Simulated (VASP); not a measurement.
A run of VASP 6.6.1 is set up as follows.

INCAR

```
SYSTEM = NaCl
PREC = Accurate ; ENCUT = 520
EDIFF = 1E-6 ; ISMEAR = -1
SIGMA = 0.02 ; LREAL = .FALSE.
LASPH = .TRUE. ; NELM = 100
ALGO = Normal ; ISIF = 2
LWAVE = .FALSE. ; LCHARG = .FALSE.
GGA = PE ; NBANDS = 14
```

The input KPOINTS:

```
Automatic mesh
0
G
  8 8 8
  0 0 0
```

Contents of POSCAR:

```
NaCl
1.0
    0.0000000000      2.9414324224      2.8026988303
    2.9414324224      0.0000000000      2.8026988303
    2.9414324224      2.9414324224      0.0000000000
Na Cl
1 1
Direct
    0.0000000000      0.0000000000      0.0000000000
    0.5000000000      0.5000000000      0.5000000000
```

Potentials or basis: VASP PAW PBE potentials, release 64 (Na_pv, Cl).

Command:

```console
$ cat potpaw_PBE.64/Na_pv/POTCAR potpaw_PBE.64/Cl/POTCAR > POTCAR
$ mpirun -np 1 vasp_std > vasp.out
```

Question: Predict the pressure.

Answer: -0.9 GPa.

Question: Predict the band gap on the k mesh.

Answer: 4.81 eV, direct.

Stress tensor (GPa, compression positive):
```
-1.40  0.00  0.00
 0.00 -1.40  0.00
 0.00  0.00  0.01
```

A k mesh can miss the band edges.
